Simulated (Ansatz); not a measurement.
## Energy ranking of TePb2 structures

These are results of DFT PBE, scalar-relativistic, plane waves, PAW (Ansatz), not measurements. Settings: cutoff 420 eV, Γ-centred meshes no coarser than 0.19 Å⁻¹ for metals and 0.3 Å⁻¹ for insulators (2π included), Gaussian smearing.

These are static lattice energies at zero pressure. The comparison covers the computed candidates alone. For metals, differences of a few meV/atom aren't resolved. Spin–orbit coupling is left out. No run is spin-polarised.

```
#        started from       space group  atoms  V (Å³/atom)  ΔE (meV/atom)  gap on mesh (eV)
1  AlB2 type, changed  P6/mmm (No. 191)      3         33.3              0              0.00
2       fluorite type   Fm-3m (No. 225)      3         37.9              7              0.00
```

The lowest structure: Space group P6/mmm (No. 191), hexagonal, a = 5.347 Å, c = 4.030 Å. Around Te lie 12 Pb at 3.69 Å and 2 Te at 4.03 Å; Pb has 3 Pb at 3.09 Å, 6 Te at 3.69 Å and 2 Pb at 4.03 Å. Its energy against the elements is 0.11 eV/atom, so it is unstable even against them. Formation energies are uncorrected and refer to the lowest elemental structures computed at the same level.

```cif
data_structure
_symmetry_space_group_name_H-M 'P6/mmm'
_symmetry_Int_Tables_number 191
_cell_length_a 5.3465
_cell_length_b 5.3465
_cell_length_c 4.0296
_cell_angle_alpha 90.000
_cell_angle_beta 90.000
_cell_angle_gamma 120.000
_cell_volume 99.76
loop_
_atom_site_label
_atom_site_type_symbol
_atom_site_symmetry_multiplicity
_atom_site_Wyckoff_symbol
_atom_site_fract_x
_atom_site_fract_y
_atom_site_fract_z
_atom_site_occupancy
Te1 Te 1 a 0.00000 0.00000 0.00000 1
Pb1 Pb 2 d 0.33333 0.66667 0.50000 1
```

The second: Space group Fm-3m (No. 225), cubic, a = 7.689 Å. Te has 8 Pb at 3.33 Å; around Pb lie 4 Te at 3.33 Å and 6 Pb at 3.84 Å.